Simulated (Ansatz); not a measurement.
**Silicon, diamond under PBEsol: structure, energy and stiffness**

What does PBEsol give for silicon in the diamond structure? We relax it, solve it on a dense k-mesh, switch on spin-orbit coupling, then scale the cell to 7 volumes from 88 to 112 % of the relaxed one and try a fit of the equation of state. The k-meshes are 6×6×6 for the relaxation; 9×9×9 for the dense run; 8×8×8 for spin-orbit coupling; 9×9×9 for the volumes. The starting cell is the measured one, from the Crystallography Open Database.

Program: Ansatz 0.2.0. Level of theory: DFT PBEsol, plane waves (420 eV) with PAW, scalar-relativistic; PAW files made under PBE, frozen cores solved again for the functional. These are calculated values, not measurements.

### 1 The structure to begin with

The structure is cubic, space group Fd-3m (No. 227). The conventional cell has a = 5.431 Å, b = 5.431 Å, c = 5.431 Å, α = 90.00°, β = 90.00°, γ = 90.00°. Si (site symmetry -43m) has 4 Si at 2.35 Å as nearest neighbours.

Coordinates:

```cif
data_structure
_symmetry_space_group_name_H-M 'Fd-3m:1'
_symmetry_Int_Tables_number 227
_cell_length_a 5.4307
_cell_length_b 5.4307
_cell_length_c 5.4307
_cell_angle_alpha 90.000
_cell_angle_beta 90.000
_cell_angle_gamma 90.000
_cell_volume 160.16
loop_
_atom_site_label
_atom_site_type_symbol
_atom_site_symmetry_multiplicity
_atom_site_Wyckoff_symbol
_atom_site_fract_x
_atom_site_fract_y
_atom_site_fract_z
_atom_site_occupancy
Si1 Si 8 a 0.50000 0.00000 0.50000 1
```

### 2 Relaxing cell and atoms

File input.yaml:

```yaml
crystal:
  lattice:
    - [0.0, 2.71535, 2.71535]
    - [2.71535, 0.0, 2.71535]
    - [2.71535, 2.71535, 0.0]
  atoms:
    - { symbol: Si, position: [0.5, 0.5, 0.5] }
    - { symbol: Si, position: [0.75, 0.75, 0.75] }
hamiltonian:
  xc: pbesol
  pseudopotentials:
    kind: paw
    azcp:
      Si: "pseudopotentials/Si.paw.azcp"
basis:
  ecutwfc: 420
  fft_grid_basis: typed
kpoints:
  mp_grid: { grid: [6, 6, 6], shift: [0, 0, 0] }
magnetization:
  spin_polarized: false
scf:
  occupations: { method: fermi_dirac, width: 0.05 }
relax:
  max_steps: 60
  f_tol: 0.01
  cell: {}
```

The runs that follow: Dense single point; Spin-orbit coupling switched on; Equation of state: 88 %; Equation of state: 92 %; Equation of state: 96 %; Equation of state: 100 %; Equation of state: 104 %; Equation of state: 108 %; Equation of state: 112 %.

**Question.** What will these runs give? Wanted: space group; conventional cell; volume; shortest distance; gap on the mesh; gap with spin-orbit coupling, on another mesh; V₀, B₀, B₀′.

**Answer**, as computed:

| quantity | value |
| --- | --- |
| space group (spins left aside) | Fd-3m (No. 227) |
| conventional cell | a = 5.435 Å |
| volume | 20.069 Å³/atom |
| shortest distance | 2.353 Å |
| against the measured volume | +0.2 % (20.021 Å³/atom) |
| gap on the mesh | 0.48 eV |
| gap with spin-orbit coupling, on another mesh | 0.50 eV |
| V₀, B₀, B₀′ | 20.055 Å³/atom, 94 GPa, 4.2 |

The volume comes out 0.2 % larger than measured. Zero-point motion and thermal expansion are left out, so the match is not as exact as it looks. It has a gap of 0.48 eV on the mesh. A gap read on the mesh alone is an upper bound to the gap of this level of theory. With spin-orbit coupling the gap goes from 0.48 to 0.50 eV; the two meshes hold different k-points, and a band edge that one misses the other may hit, so the change says little about spin-orbit coupling. The total energy of the spin-orbit run (on a coarser mesh) lies -1 meV/atom from the scalar one; mesh and treatment of the core enter this figure, so it is no spin-orbit energy. B₀ comes out at 94 GPa.
